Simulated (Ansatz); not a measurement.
**Zone-centre phonons of HfO2 at 4 GPa: input and output**

Method: DFT PBEsol, scalar-relativistic, plane waves, PAW in Ansatz.

Launched with:
```bash
ansatz run input.yaml --threads 1 --pin off --max-ram 3072MiB --backend cpu --events-out ev --progress --plain --runs-dir out
```

Input (bare energies are in eV):
```yaml
crystal:
  lattice:
    - [0.0, 2.5096269683, 2.5096269683]
    - [2.5096269683, 0.0, 2.5096269683]
    - [2.5096269683, 2.5096269683, 0.0]
  atoms:
    - { symbol: Hf, position: [0.0, 0.0, 0.0] }
    - { symbol: O, position: [0.25, 0.25, 0.25] }
    - { symbol: O, position: [0.75, 0.75, 0.75] }
basis:
  ecutwfc: 420
kpoints:
  mp_grid: { grid: [8, 8, 8] }
hamiltonian:
  xc: pbesol
scf:
  occupations: { method: fixed }
output:
  eigenvalues: true
phonons:
  method: dfpt
  dielectric: true
  rigid_motions: translations
  eigenvectors: true
```

Results section of the output:
```
--- Phonons (Γ-DFPT): 2 representative perturbations + reference, on 95 of 512 k-points (Σ response iterations 8) ---
  k mesh reduced under 4 symmetry operations, with k and −k counted as one. Each operation leaves every solved perturbation unchanged. A smaller set is not considered because the run solves the response ...
  ASR residual: 1.442e-4 → 0.000e0 eV/Å²; symmetrization residual: 1.049e-6 eV/Å²
  ASR residual per site (eV/Å²): 3.43e-5 1.44e-4 1.44e-4
  Γ frequencies (cm⁻¹): 0.00 0.00 0.00 250.96 250.96 250.96 592.90 592.90 592.90
  ε∞ (high-frequency dielectric tensor):
        5.372681     0.000000    -0.000000
        0.000000     5.372681     0.000000
        0.000000     0.000000     5.372681
  ε⁰ (static dielectric tensor: ions relaxed, cell fixed):
       33.610087    -0.000000     0.000000
       -0.000000    33.610087     0.000000
        0.000000     0.000000    33.610087
  ε⁰ − ε∞ (ionic part):
       28.237406    -0.000000     0.000000
       -0.000000    28.237406     0.000000
        0.000000     0.000000    28.237406
  softest optical mode at Γ: 250.96 cm⁻¹; the repairs (sum rule, projections) moved no ω² at Γ by more than (1.62 cm⁻¹)²
  Born effective charges Z* (e; rows j = field, columns β = displacement):
    site 0:
         5.56793   -0.00000    0.00000
         0.00000    5.56793    0.00000
         0.00000   -0.00000    5.56793
    site 1:
        -2.78396    0.00000   -0.00000
        -0.00000   -2.78396   -0.00000
         0.00000    0.00000   -2.78396
    site 2:
        -2.78396    0.00000   -0.00000
        -0.00000   -2.78396   -0.00000
         0.00000    0.00000   -2.78396
  Z* charge neutrality: 3.450e-5 e pre-enforcement
  k-mesh period / interband length: 28.4 Å / 1.36 Å = 20.95 at k = (0.0000, 0.0000, 0.0000), direct gap 4.476 eV — 14 or more, which is no proof of convergence
  optical modes at Γ without the LO–TO term, one row a degenerate level:
      ω (cm⁻¹) modes IR ((D/Å)²/amu)
        250.96      3            79.0793
        592.90      3             0.0000
  optical modes at Γ + LO–TO along q̂ = [1.0000, 0.0000, 0.0000]:
      ω (cm⁻¹) modes IR ((D/Å)²/amu)
        250.96      2            52.7195
        592.90      3             0.0000
        627.70      1            26.3598
  optical modes at Γ + LO–TO along q̂ = [0.0000, 1.0000, 0.0000]:
      ω (cm⁻¹) modes IR ((D/Å)²/amu)
        250.96      2            52.7195
        592.90      3             0.0000
        627.70      1            26.3598
  optical modes at Γ + LO–TO along q̂ = [0.0000, 0.0000, 1.0000]:
      ω (cm⁻¹) modes IR ((D/Å)²/amu)
        250.96      2            52.7195
        592.90      3             0.0000
        627.70      1            26.3598
```

Time: 75 s on 1 thread of AMD EPYC (Zen 3), on a shared host, peak memory 0.61 GiB.

Spin–orbit coupling is left out, which matters for heavy elements.

This fluorite-type form isn't the usual stable structure of the compound at low pressure.